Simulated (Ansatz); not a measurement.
Predict the output of the script below (Ansatz's Python interface).

`c_ecut.py`
```python
"""Convergence of C with the plane-wave cutoff."""

import ansatz as az
from tabulate import tabulate


def main() -> None:
    system = (
        az.Lattice.of([2.12732, -1.228282, 0.0], [2.12732, 1.228282, 0.0], [-1.37907, 0.0, 3.50283])
        .atom("C", [0.833356, 0.833356, 9.3e-05])
        .atom("C", [0.166644, 0.166644, 0.999907])
    )

    base = (
        system.calculation()
        .kpoints(mesh=(13, 13, 8))
        .scf(tolerance=1e-09)
        .occupations("Fermi-Dirac", width=0.1)  # smearing steadies the SCF of a metal
        .functional("r2scan")
    )

    rows = []
    for value in [250, 300, 350, 400]:
        report = base.basis(value).run().report
        rows.append((value, report["free_energy_ev"] / len(report["lattice"]["sites"]), report["n_iterations"], report["n_pw"]))

    print(tabulate(rows, headers=["cutoff (eV)", "F/atom (eV)", "iterations", "plane waves"], floatfmt=".4f", tablefmt="grid"))

    # differences from the last row
    for row in rows[:-1]:
        shift = 1000 * (row[1] - rows[-1][1])
        print(f"{row[0]}: {shift:+.2f} meV/atom" + ("  (within 2 meV)" if abs(shift) < 2 else ""))


if __name__ == "__main__":
    main()
```

```console
$ python c_ecut.py
DeckWarning: basis.ecutwfc = 250 eV is below the records' recommended 500 eV, and the density's cutoff is lower with it unless basis.ecutrho_ratio is high enough to keep the records' density cutoff: compare with a run at a higher cutoff
DeckWarning: basis.ecutwfc = 300 eV is below the records' recommended 500 eV, and the density's cutoff is lower with it unless basis.ecutrho_ratio is high enough to keep the records' density cutoff: compare with a run at a higher cutoff
DeckWarning: basis.ecutwfc = 350 eV is below the records' recommended 500 eV, and the density's cutoff is lower with it unless basis.ecutrho_ratio is high enough to keep the records' density cutoff: compare with a run at a higher cutoff
DeckWarning: basis.ecutwfc = 400 eV is below the records' recommended 500 eV, and the density's cutoff is lower with it unless basis.ecutrho_ratio is high enough to keep the records' density cutoff: compare with a run at a higher cutoff
+---------------+---------------+--------------+---------------+
|   cutoff (eV) |   F/atom (eV) |   iterations |   plane waves |
+===============+===============+==============+===============+
|           250 |     -251.1836 |            6 |           159 |
+---------------+---------------+--------------+---------------+
|           300 |     -251.5560 |            6 |           227 |
+---------------+---------------+--------------+---------------+
|           350 |     -251.6447 |            7 |           273 |
+---------------+---------------+--------------+---------------+
|           400 |     -251.6645 |            8 |           317 |
+---------------+---------------+--------------+---------------+
250: +480.92 meV/atom
300: +108.43 meV/atom
350: +19.73 meV/atom
```
(Warnings from the package without file and line.)

What to keep in mind:
- Within a few hundredths of an angstrom the cell has the higher group R-3m; the lower one is a small distortion.
- Shifts are counted from the last row, which is itself no proven limit.
- Finished in 16 s on 1 thread of Arm Neoverse V1, with other jobs on the host, peak memory 0.39 GiB.
